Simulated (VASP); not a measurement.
The system is CaO (Lime).

```
CELL_PARAMETERS angstrom
0.00000 2.40650 2.40650
2.40650 0.00000 2.40650
2.40650 2.40650 0.00000
ATOMIC_POSITIONS crystal
Ca 0.00000 0.00000 0.00000
O 0.50000 0.50000 0.50000
```

```yaml
Program: VASP 6.6.1
Task: relaxation of cell and atoms
Functional: PBEsol
Potentials_or_basis: VASP PAW PBE potentials, release 64 (Ca_sv, O)
Cutoff: 600 eV
k_mesh: 10 × 10 × 10
Occupations: gaussian, width 0.03 eV
Spin: no spin polarisation
```

At the start: pressure -2.6 GPa; volume 13.94 Å³/atom.

Q: How do energy, volume and symmetry change on relaxing?

A: Over 3 steps the energy falls by 2.8 meV/atom and the volume is 13.61 Å³/atom (-2.4 %); space group Fm-3m (No. 225, to 0.05 Å).

Step by step:
```tsv
step	energy change (eV)	largest force (eV/Å)	pressure (GPa)	volume (Å³)
1	0.0000	0.0000	-2.61	27.87
2	-0.0047	0.0000	1.07	26.97
3	-0.0055	0.0000	0.00	27.21
```

Final structure:
```
Ca O
1.0
     0.00000    2.38733    2.38733
     2.38733    0.00000    2.38733
     2.38733    2.38733    0.00000
Ca O
1 1
Direct
  0.00000 0.00000 0.00000
  0.50000 0.50000 0.50000
```

Caveat: the PAW data sets were made with another functional, which shifts forces and pressure a little.
